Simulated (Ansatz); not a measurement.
Input and output for Cs (fcc type): DFT, LDA, all-electron LAPW, non-relativistic (Ansatz 0.2.0). This run: fcc relaxed.

The cell comes from a relaxation on PAW files under the same functional, begun from a prototype that needn't be the stable phase.

Command: `ansatz run input.yaml --threads 1 --pin off --max-ram 3072MiB --backend cpu --events-out ev --progress --plain --runs-dir out` It took 7.8 s on 1 thread of Arm Neoverse V1 (shared host), peak memory 0.22 GiB.

```yaml
crystal:
  lattice:
    - [0.0, 3.6337111148, 3.6337111148]
    - [3.6337111148, 0.0, 3.6337111148]
    - [3.6337111148, 3.6337111148, 0.0]
  atoms:
    - { symbol: Cs, position: [0.0, 0.0, 0.0] }
kpoints:
  mp_grid: { grid: [10, 10, 10] }
scf:
  occupations: { method: fermi_dirac, width: 0.05 }
hamiltonian:
  xc: lda
  pseudopotentials:
    kind: all_electron
    lapw: { basis_error: 0.0005 }
    relativity: none
output:
  forces: true
  stress: true
  eigenvalues: true
  populations: true
relax:
  f_tol: 0.005
  max_steps: 25
  cell: {}
```

Output:

```
The last accepted step is kept in <dir> (removed where the run ends without a failure and the disk answers)
Cs: projections on atomic orbitals take those of the free atom 1s2 2s2 2p6 3s2 3p6 3d10 4s2 4p6 4d10 5s2 5p6 6s1, of charge +0.00 (hamiltonian.pseudopotentials.projection_atoms)
LAPW: plane waves up to 3.907 Å⁻¹, error target 5.0e-4 eV per atom; Cs in spheres of 2.492 Å, 19 of its electrons in bands, Dirac shells [] (how accurate: hamiltonian.pseudopotentials.lapw.basis_error, Limitations)
Engine: ansatz 0.2.0
Pseudopotentials: kind: all_electron
Pseudopotential: Cs, LAPW, valence charge 19, lapw/all_electron/none/Cs, Schrödinger's equation, point nucleus
Functional definition: SPW92
  exchange = slater_x
  correlation = pw_c
Crystal: 1 atoms, lattice volume = 95.958 Å³
Basis set: ecut = 58.16708232014528 eV, 113 PW (Γ), exchange–correlation at level 2
Bands: 14, of which v1, the nominal top of the filled ones, is band 10 counted from 1 (9 counted from 0)
Symmetry: 48 space group operations
Space group: Fm-3m (ITA 225), of the structure as read, at distance tolerance 4.6e-5 Å
k-points: 47 of 1000
Non-local potential: Cs, projectors of the file, none
Initial density: superposition of atomic densities (chi_scale 0.1, normalization cell)
Initial wavefunctions: plane waves of lowest kinetic energy (no species holds an atomic orbital)
Functional: x = slater, c = lda
iter 1 solved again at ethr=6.98e-6 eV; its pass at ethr=1.00e-1 eV (dr2=1.33e-3 eV) is discarded
SCF iter   1: F=—  HF=-205461.548508 eV  |F-HF|=—  |Δ(HF+E_count)|=         —  Δρ=7.40e-4  dr2=1.33e-3  ethr=6.98e-6  ⟨swp⟩=5.5  Hψ=4844  notcnv=0
preconditioner: auto → Kerker (q_TF=auto, 2.083 Å⁻¹)  [metal: Δε(μ)=0.044 eV  Ē_g=2.521 eV  σ=0.050 eV  W_gap=0.21  n_scr=14 (ndim 8)  ℏωp=3.8 eV  f_vac=0.003  D(μ)=1.97/eV (n_scr^D=14)]
SCF iter   2: F=—  HF=-205461.545840 eV  |F-HF|=—  |Δ(HF+E_count)|=   2.67e-3  Δρ=5.20e-4  dr2=7.45e-4  ethr=6.98e-6  ⟨swp⟩=2.0  Hψ=2159  notcnv=0
SCF iter   3: F=—  HF=-205461.545777 eV  |F-HF|=—  |Δ(HF+E_count)|=   6.32e-5  Δρ=3.41e-4  dr2=3.70e-4  ethr=3.92e-6  ⟨swp⟩=2.0  Hψ=2159  notcnv=0
SCF iter   4: F=—  HF=-205461.545890 eV  |F-HF|=—  |Δ(HF+E_count)|=   1.13e-4  Δρ=1.88e-4  dr2=1.29e-4  ethr=1.95e-6  ⟨swp⟩=2.3  Hψ=2171  notcnv=0
SCF iter   5: F=—  HF=-205461.545942 eV  |F-HF|=—  |Δ(HF+E_count)|=   5.19e-5  Δρ=6.35e-5  dr2=1.45e-5  ethr=6.77e-7  ⟨swp⟩=2.9  Hψ=2203  notcnv=0
iter 6 solved again at ethr=4.97e-9 eV; its pass at ethr=7.64e-8 eV (dr2=9.44e-7 eV) is discarded
SCF iter   6: F=—  HF=-205461.545943 eV  |F-HF|=—  |Δ(HF+E_count)|=   1.64e-6  Δρ=2.32e-5  dr2=9.44e-7  ethr=4.97e-9  ⟨swp⟩=2.0  Hψ=3511  notcnv=0
SCF iter   7: F=-205461.545944 eV  HF=-205461.545944 eV  |F-HF|=3.69e-8  |Δ(HF+E_count)|=   8.25e-7  Δρ=4.68e-6  dr2=4.47e-8  ethr=4.97e-9  ⟨swp⟩=2.9  Hψ=2203  notcnv=0
SCF 1 converged in 7 iterations: F = -205461.545944 eV  dr2 = 4.47e-8
relax step   1: F+E_penalty+E_count = -205461.54594401 eV  Δ(F+E_penalty+E_count) = +0.000e0 eV  max|allowed force component| = 0.000e0 eV/Å  Δτ_max = 0.0000 Å  P = +0.159 GPa  Ω = 95.958 Å³  (7 SCF iters, accepted)
Crystal: 1 atoms, lattice volume = 96.470 Å³
Basis set: ecut = 57.96091826686391 eV, 113 PW (Γ), exchange–correlation at level 2
Initial density: handed on by an earlier stage of this run
Initial wavefunctions: those handed on with the density
iter 1 solved again at ethr=1.44e-9 eV; its pass at ethr=1.00e-1 eV (dr2=2.74e-7 eV) is discarded
SCF iter   1: F=—  HF=-205461.546433 eV  |F-HF|=—  |Δ(HF+E_count)|=         —  Δρ=2.86e-6  dr2=1.77e-8  ethr=1.44e-9  ⟨swp⟩=6.4  Hψ=4249  notcnv=0
preconditioner: auto → Kerker (q_TF=auto, 2.081 Å⁻¹)  [metal: Δε(μ)=0.053 eV  Ē_g=2.504 eV  σ=0.050 eV  W_gap=0.26  n_scr=14 (ndim 8)  ℏωp=3.8 eV  f_vac=0.000  D(μ)=1.94/eV (n_scr^D=14)]
SCF iter   2: F=-205461.546433 eV  HF=-205461.546433 eV  |F-HF|=1.69e-9  |Δ(HF+E_count)|=   1.37e-7  Δρ=2.06e-6  dr2=9.10e-9  ethr=9.33e-11  ⟨swp⟩=2.8  Hψ=2198  notcnv=0
SCF 2 converged in 2 iterations: F = -205461.546433 eV  dr2 = 9.10e-9
relax step   2: F+E_penalty+E_count = -205461.54643281 eV  Δ(F+E_penalty+E_count) = -4.888e-4 eV  max|allowed force component| = 0.000e0 eV/Å  Δτ_max = 0.0000 Å  P = +0.146 GPa  Ω = 96.470 Å³  (2 SCF iters, accepted)
Crystal: 1 atoms, lattice volume = 102.659 Å³
Basis set: ecut = 55.607390366811345 eV, 113 PW (Γ), exchange–correlation at level 2
iter 1 solved again at ethr=4.48e-8 eV; its pass at ethr=1.00e-1 eV (dr2=8.51e-6 eV) is discarded
SCF iter   1: F=—  HF=-205461.549243 eV  |F-HF|=—  |Δ(HF+E_count)|=         —  Δρ=4.22e-5  dr2=5.11e-6  ethr=4.48e-8  ⟨swp⟩=6.4  Hψ=4522  notcnv=0
preconditioner: auto → Kerker (q_TF=auto, 2.060 Å⁻¹)  [metal: Δε(μ)=0.064 eV  Ē_g=2.456 eV  σ=0.050 eV  W_gap=0.30  n_scr=14 (ndim 8)  ℏωp=3.7 eV  f_vac=0.000  D(μ)=1.79/eV (n_scr^D=14)]
SCF iter   2: F=—  HF=-205461.549231 eV  |F-HF|=—  |Δ(HF+E_count)|=   1.19e-5  Δρ=3.35e-5  dr2=3.19e-6  ethr=2.69e-8  ⟨swp⟩=2.4  Hψ=2175  notcnv=0
SCF iter   3: F=—  HF=-205461.549232 eV  |F-HF|=—  |Δ(HF+E_count)|=   1.17e-6  Δρ=2.39e-5  dr2=1.69e-6  ethr=1.68e-8  ⟨swp⟩=2.0  Hψ=2158  notcnv=0
SCF iter   4: F=—  HF=-205461.549233 eV  |F-HF|=—  |Δ(HF+E_count)|=   9.98e-7  Δρ=1.30e-5  dr2=5.44e-7  ethr=8.91e-9  ⟨swp⟩=2.7  Hψ=2193  notcnv=0
iter 5 solved again at ethr=2.00e-10 eV; its pass at ethr=2.87e-9 eV (dr2=3.81e-8 eV) is discarded
SCF iter   5: F=-205461.549234 eV  HF=-205461.549234 eV  |F-HF|=1.74e-8  |Δ(HF+E_count)|=   2.96e-7  Δρ=3.41e-6  dr2=3.81e-8  ethr=2.00e-10  ⟨swp⟩=2.0  Hψ=3513  notcnv=0
SCF 3 converged in 5 iterations: F = -205461.549234 eV  dr2 = 3.81e-8
relax step   3: F+E_penalty+E_count = -205461.54923364 eV  Δ(F+E_penalty+E_count) = -2.801e-3 eV  max|allowed force component| = 0.000e0 eV/Å  Δτ_max = 0.0000 Å  P = +0.003 GPa  Ω = 102.659 Å³  (5 SCF iters, accepted)
iter 1 solved again at ethr=2.93e-7 eV; its pass at ethr=1.00e-1 eV (dr2=5.57e-5 eV) is discarded
SCF iter   1: F=—  HF=-205461.549234 eV  |F-HF|=—  |Δ(HF+E_count)|=         —  Δρ=3.30e-6  dr2=4.01e-8  ethr=2.93e-7  ⟨swp⟩=6.5  Hψ=4077  notcnv=0
preconditioner: auto → Kerker (q_TF=auto, 2.060 Å⁻¹)  [metal: Δε(μ)=0.064 eV  Ē_g=2.458 eV  σ=0.050 eV  W_gap=0.30  n_scr=14 (ndim 8)  ℏωp=3.7 eV  f_vac=0.000  D(μ)=1.79/eV (n_scr^D=14)]
SCF iter   2: F=-205461.549234 eV  HF=-205461.549234 eV  |F-HF|=1.26e-8  |Δ(HF+E_count)|=   1.47e-8  Δρ=2.72e-6  dr2=2.78e-8  ethr=2.11e-10  ⟨swp⟩=3.0  Hψ=2226  notcnv=0
SCF 4 converged in 2 iterations: F = -205461.549234 eV  dr2 = 2.78e-8
relax step   4: F+E_penalty+E_count = -205461.54923368 eV  Δ(F+E_penalty+E_count) = -3.751e-8 eV  max|allowed force component| = 0.000e0 eV/Å  Δτ_max = 0.0000 Å  P = +0.003 GPa  Ω = 102.659 Å³  stress off target by 2.68e-3 GPa  SCF on the basis re-selected at this cell (its energy is not comparable with the rows above)  (2 SCF iters)
basis re-selected at this cell: Δ(F+E_penalty+E_count) = -3.751e-8 eV, ΔP = -0.000 GPa vs the last step (what re-selecting the basis moved, after the strain that the cell walked since its last selection, with what the two solves' SCF thresholds leave and, on support functions, any second-order correction that the steps lacked; it is no measure of the basis error at this ecutwfc). This SCF's stress stands 2.68e-3 GPa from its target on what of the cell is left free (relax.cell.stress_tol is 5.00e-2 GPa) and its largest allowed force component is 0.00e0 eV/Å (relax.f_tol is 5.00e-3 eV/Å): within both
SCF converged after 2 iterations
Free energy (F): -205461.549234 eV
Harris-Foulkes:  -205461.549234 eV  (|F-HF|=1.26e-8)
Internal energy: -205461.535000 eV  (E = F + TS)
E sigma→0 (E₀):  -205461.542117 eV
Entropy (-TS):   -0.014234 eV (-14.234 meV/atom)
Fermi energy:    3.887505 eV
--- Per-component energies (eV) ---
  E_band       = -777.030083
  E_kinetic    = 205357.913525
  E_xc         = -4915.935537
  E_electrostatic = -405903.512988  (all electrons and nuclei)
  E_smearing   = -0.014234  (= −TS)
  E_closure    = 0.000000  (closes the sum)
  E_atoms      = -205460.537491  (free atoms, spherical and without spin; not in F)
  Σ components = -205461.549234   (vs F -205461.549234, Δ=0.00e0)
  Basis errors (estimates in eV, not in F): energy 1.1e-4 per atom: plane waves 1.1e-4 (5.8e-5 summed), levels above the bands 6.6e-29, relativity 0.0e0, radial functions 1.4e-6, core shells 1.3e-8; eigenvalues (radial functions only) 6.7e-7; not estimated: angular momenta, meshes, grids; target (lapw.basis_error) 5.0e-4; muffin-tin radii Cs 2.549 Å
--- Forces (eV/Å), atoms counted from 1 ---
  atom   1  Cs    -0.00000000     0.00000000     0.00000000
  max |Σ_I F_I| component: 1.44e-32 eV/Å
--- Stress (GPa, compression-positive) ---
        0.002675      -0.000000      -0.000000
       -0.000000       0.002675       0.000000
       -0.000000       0.000000       0.002675
  P = ⅓ Tr σ = 0.0027 GPa (0.027 kbar)
--- Band table (eV; the first three rows and the last of 47) ---
  k-point 0: bands = ["-70.4317", "-70.4317", "-70.4316", "-70.4316", "-70.4316", "-17.8856", "-6.6341", "-6.6341", "-6.6341", "2.2254", "6.0373", "6.0373", "6.0373", "7.1548"]
  k-point 1: bands = ["-70.4317", "-70.4317", "-70.4316", "-70.4316", "-70.4316", "-17.8840", "-6.6553", "-6.6368", "-6.6368", "2.3402", "5.8560", "6.0909", "6.0909", "7.0662"]
  k-point 2: bands = ["-70.4317", "-70.4317", "-70.4316", "-70.4316", "-70.4316", "-17.8797", "-6.7098", "-6.6440", "-6.6440", "2.6624", "5.4919", "6.1620", "6.1620", "6.9985"]
  k-point 46: bands = ["-70.4317", "-70.4317", "-70.4316", "-70.4316", "-70.4316", "-17.8628", "-6.7916", "-6.7538", "-6.7131", "4.3968", "4.8633", "5.1298", "6.2048", "8.2681"]
--- Relaxed structure (3 steps of the walk, 3 accepted, 1 SCFs on fresh bases) ---
  F+E_penalty+E_count = -205461.54923368 eV   max|allowed force component| = 0.000e0 eV/Å   (the final SCF, on the basis selected at the relaxed cell)
  cell:  # Å, volume = 102.6593 Å³
    - [3.6065680170339093e-34, 3.716402813350399, 3.716402813350399]
    - [3.716402813350399, -4.252446229797432e-34, 3.716402813350399]
    - [3.716402813350399, 3.716402813350399, 4.846574570351861e-35]
  atoms:
    - { symbol: Cs, position: [0.0, 0.0, 0.0] }
--- Löwdin populations: 1 site ---
  site symbol       q [e]
     0     Cs     54.9511
  spilling = 0.000889 (of n_electrons = 55.000000)
```

populations.tsv:

```
# site	symbol	l	j	q
# orbitals = lowdin
# n_electrons = 55.000000
# spilling = 0.000889
# projection_atom_Cs: 1s2 2s2 2p6 3s2 3p6 3d10 4s2 4p6 4d10 5s2 5p6 6s1
0	Cs	0_1S	-	1.999999
0	Cs	0_2S	-	1.999995
0	Cs	0_3S	-	1.999940
0	Cs	0_4S	-	1.999327
0	Cs	0_5S	-	1.987858
0	Cs	0_6S	-	0.971766
0	Cs	1_2P	-	5.999999
0	Cs	1_3P	-	5.999989
0	Cs	1_4P	-	5.999955
0	Cs	1_5P	-	5.992379
0	Cs	2_3D	-	9.999991
0	Cs	2_4D	-	9.999927
```

Next run (bcc relaxed), as changes to the input before:

```diff
   lattice:
-    - [0.0, 3.6337111148, 3.6337111148]
-    - [3.6337111148, 0.0, 3.6337111148]
-    - [3.6337111148, 3.6337111148, 0.0]
+    - [-2.8840784231, 2.8840784231, 2.8840784231]
+    - [2.8840784231, -2.8840784231, 2.8840784231]
+    - [2.8840784231, 2.8840784231, -2.8840784231]
   atoms:
```

Command: `ansatz run input.yaml --threads 1 --pin off --max-ram 3072MiB --backend cpu --events-out ev --progress --plain --runs-dir out` It took 7.9 s on 1 thread of Arm Neoverse V1, with other jobs on the host, peak memory 0.23 GiB.

Results part of the output:

```
basis re-selected at this cell: Δ(F+E_penalty+E_count) = -1.633e-8 eV, ΔP = +0.000 GPa vs the last step (what re-selecting the basis moved, after the strain that the cell walked since its last selection, with what the two solves' SCF thresholds leave and, on support functions, any second-order correction that the steps lacked; it is no measure of the basis error at this ecutwfc). This SCF's stress stands 5.64e-3 GPa from its target on what of the cell is left free (relax.cell.stress_tol is 5.00e-2 GPa) and its largest allowed force component is 0.00e0 eV/Å (relax.f_tol is 5.00e-3 eV/Å): within both
SCF converged after 2 iterations
Free energy (F): -205461.549986 eV
Harris-Foulkes:  -205461.549986 eV  (|F-HF|=2.79e-9)
Internal energy: -205461.535626 eV  (E = F + TS)
E sigma→0 (E₀):  -205461.542806 eV
Entropy (-TS):   -0.014360 eV (-14.360 meV/atom)
Fermi energy:    3.986216 eV
--- Per-component energies (eV) ---
  E_band       = -775.275179
  E_kinetic    = 205357.915907
  E_xc         = -4915.962595
  E_electrostatic = -405903.488939  (all electrons and nuclei)
  E_smearing   = -0.014360  (= −TS)
  E_closure    = 0.000000  (closes the sum)
  E_atoms      = -205460.537491  (free atoms, spherical and without spin; not in F)
  Σ components = -205461.549986   (vs F -205461.549986, Δ=0.00e0)
  Basis errors (estimates in eV, not in F): energy 1.3e-4 per atom: plane waves 1.2e-4 (6.8e-5 summed), levels above the bands 1.9e-28, relativity 0.0e0, radial functions 2.2e-6, core shells 3.8e-8; eigenvalues (radial functions only) 5.3e-7; not estimated: angular momenta, meshes, grids; target (lapw.basis_error) 5.0e-4; muffin-tin radii Cs 2.466 Å
--- Forces (eV/Å), atoms counted from 1 ---
  atom   1  Cs     0.00000000     0.00000000    -0.00000000
  max |Σ_I F_I| component: 3.29e-32 eV/Å
--- Stress (GPa, compression-positive) ---
        0.005642       0.000000      -0.000000
        0.000000       0.005642      -0.000000
       -0.000000      -0.000000       0.005642
  P = ⅓ Tr σ = 0.0056 GPa (0.056 kbar)
--- Band table (eV; the first three rows and the last of 47) ---
  k-point 0: bands = ["-70.3387", "-70.3387", "-70.3386", "-70.3386", "-70.3386", "-17.7948", "-6.5366", "-6.5366", "-6.5366", "2.3027", "6.1573", "6.1573", "6.1573", "7.1331"]
  k-point 1: bands = ["-70.3387", "-70.3387", "-70.3386", "-70.3386", "-70.3386", "-17.7929", "-6.5591", "-6.5437", "-6.5367", "2.4260", "6.0394", "6.0671", "6.2828", "6.9571"]
  k-point 2: bands = ["-70.3387", "-70.3387", "-70.3386", "-70.3386", "-70.3386", "-17.7879", "-6.6169", "-6.5622", "-6.5369", "2.7710", "5.7182", "5.7830", "6.6524", "6.8972"]
  k-point 46: bands = ["-70.3387", "-70.3387", "-70.3386", "-70.3386", "-70.3386", "-17.7598", "-6.6943", "-6.6943", "-6.6943", "4.3269", "4.3269", "7.2515", "7.2515", "7.2515"]
--- Relaxed structure (3 steps of the walk, 3 accepted, 1 SCFs on fresh bases) ---
  F+E_penalty+E_count = -205461.54998644 eV   max|allowed force component| = 0.000e0 eV/Å   (the final SCF, on the basis selected at the relaxed cell)
  cell:  # Å, volume = 101.1700 Å³
    - [-2.935376737692216, 2.935376737692216, 2.935376737692216]
    - [2.935376737692216, -2.935376737692216, 2.935376737692216]
    - [2.935376737692216, 2.935376737692216, -2.935376737692216]
  atoms:
    - { symbol: Cs, position: [0.0, 0.0, 0.0] }
--- Löwdin populations: 1 site ---
  site symbol       q [e]
     0     Cs     54.9495
  spilling = 0.000919 (of n_electrons = 55.000000)
```

Next run (hcp relaxed), as changes to the input before:

```diff
   lattice:
-    - [-2.8840784231, 2.8840784231, 2.8840784231]
-    - [2.8840784231, -2.8840784231, 2.8840784231]
-    - [2.8840784231, 2.8840784231, -2.8840784231]
+    - [5.1525456203, 0.0, 0.0]
+    - [-2.5762728102, 4.4622354014, 0.0]
+    - [0.0, 0.0, 8.3471239049]
   atoms:
-    - { symbol: Cs, position: [0.0, 0.0, 0.0] }
+    - { symbol: Cs, position: [0.3333333333, 0.6666666667, 0.25] }
+    - { symbol: Cs, position: [0.6666666667, 0.3333333333, 0.75] }
 kpoints:
-  mp_grid: { grid: [10, 10, 10] }
+  mp_grid: { grid: [9, 9, 5] }
 scf:
```

Results part of the output:

```
basis re-selected at this cell: Δ(F+E_penalty+E_count) = -1.021e-6 eV, ΔP = -0.000 GPa vs the last step (what re-selecting the basis moved, after the strain that the cell walked since its last selection, with what the two solves' SCF thresholds leave and, on support functions, any second-order correction that the steps lacked; it is no measure of the basis error at this ecutwfc). This SCF's stress stands 1.33e-2 GPa from its target on what of the cell is left free (relax.cell.stress_tol is 5.00e-2 GPa) and its largest allowed force component is 3.61e-18 eV/Å (relax.f_tol is 5.00e-3 eV/Å): within both
SCF converged after 2 iterations
Free energy (F): -410923.105038 eV
Harris-Foulkes:  -410923.105038 eV  (|F-HF|=1.46e-8)
Internal energy: -410923.083315 eV  (E = F + TS)
E sigma→0 (E₀):  -410923.094177 eV
Entropy (-TS):   -0.021722 eV (-10.861 meV/atom)
Fermi energy:    3.946432 eV
--- Per-component energies (eV) ---
  E_band       = -1552.009348
  E_kinetic    = 410715.851069
  E_xc         = -9831.903124
  E_electrostatic = -811807.031260  (all electrons and nuclei)
  E_smearing   = -0.021722  (= −TS)
  E_closure    = 0.000000  (closes the sum)
  E_atoms      = -410921.074982  (free atoms, spherical and without spin; not in F)
  Σ components = -410923.105038   (vs F -410923.105038, Δ=0.00e0)
  Basis errors (estimates in eV, not in F): energy 1.1e-4 per atom: plane waves 1.1e-4 (5.9e-5 summed), levels above the bands 1.1e-13, relativity 0.0e0, radial functions 1.2e-6, core shells 1.6e-8; eigenvalues (radial functions only) 2.5e-7; not estimated: angular momenta, meshes, grids; target (lapw.basis_error) 5.0e-4; muffin-tin radii Cs 2.535 Å
--- Forces (eV/Å), atoms counted from 1 ---
  atom   1  Cs    -0.00000000    -0.00000000    -0.00000000
  atom   2  Cs     0.00000000     0.00000000     0.00000000
  max |Σ_I F_I| component: 6.51e-19 eV/Å
--- Stress (GPa, compression-positive) ---
        0.002097      -0.000000       0.000000
       -0.000000       0.002097      -0.000000
        0.000000      -0.000000       0.013253
  P = ⅓ Tr σ = 0.0058 GPa (0.058 kbar)
--- Band table (eV; the first three rows and the last of 36) ---
  k-point 0: bands = ["-70.3770", "-70.3770", "-70.3770", "-70.3770", "-70.3768", "-70.3768", "-70.3768", "-70.3768", "-70.3767", "-70.3767", "-17.8316", "-17.8137", "-6.7954", "-6.6071", "-6.6071", "-6.5779", "-6.5779", "-6.5770", "2.2691", "3.8325", "4.8509", "6.0477", "6.0477"]
  k-point 1: bands = ["-70.3770", "-70.3770", "-70.3770", "-70.3770", "-70.3768", "-70.3768", "-70.3768", "-70.3768", "-70.3767", "-70.3767", "-17.8299", "-17.8155", "-6.7754", "-6.6043", "-6.6043", "-6.5988", "-6.5807", "-6.5807", "2.3850", "3.6250", "4.9480", "5.9093", "6.0141"]
  k-point 2: bands = ["-70.3770", "-70.3770", "-70.3770", "-70.3770", "-70.3768", "-70.3768", "-70.3768", "-70.3768", "-70.3767", "-70.3767", "-17.8254", "-17.8199", "-6.7223", "-6.6549", "-6.5970", "-6.5970", "-6.5880", "-6.5880", "2.7097", "3.1707", "5.2053", "5.5643", "6.0116"]
  k-point 35: bands = ["-70.3770", "-70.3770", "-70.3770", "-70.3770", "-70.3768", "-70.3768", "-70.3768", "-70.3768", "-70.3767", "-70.3767", "-17.8093", "-17.8093", "-6.7486", "-6.7486", "-6.7183", "-6.6982", "-6.6200", "-6.6200", "4.6085", "4.6375", "4.6730", "4.6730", "5.0630"]
--- Relaxed structure (3 steps of the walk, 3 accepted, 1 SCFs on fresh bases) ---
  F+E_penalty+E_count = -410923.10503788 eV   max|allowed force component| = 3.614e-18 eV/Å   (the final SCF, on the basis selected at the relaxed cell)
  cell:  # Å, volume = 203.6044 Å³
    - [5.240922631795929, 2.9362593999594934e-11, 4.059432037103018e-18]
    - [-2.620461315923393, 4.53877213838939, -2.0297160185712024e-18]
    - [6.5762799000722666e-18, 6.0385461070533016e-33, 8.559356326824687]
  atoms:
    - { symbol: Cs, position: [0.33333333333333337, 0.6666666666666666, 0.25000000000000006] }
    - { symbol: Cs, position: [0.6666666666666667, 0.33333333333333337, 0.75] }
--- Löwdin populations: 2 sites ---
  site symbol       q [e]
     0     Cs     54.9487
     1     Cs     54.9487
  spilling = 0.000933 (of n_electrons = 110.000000)
```
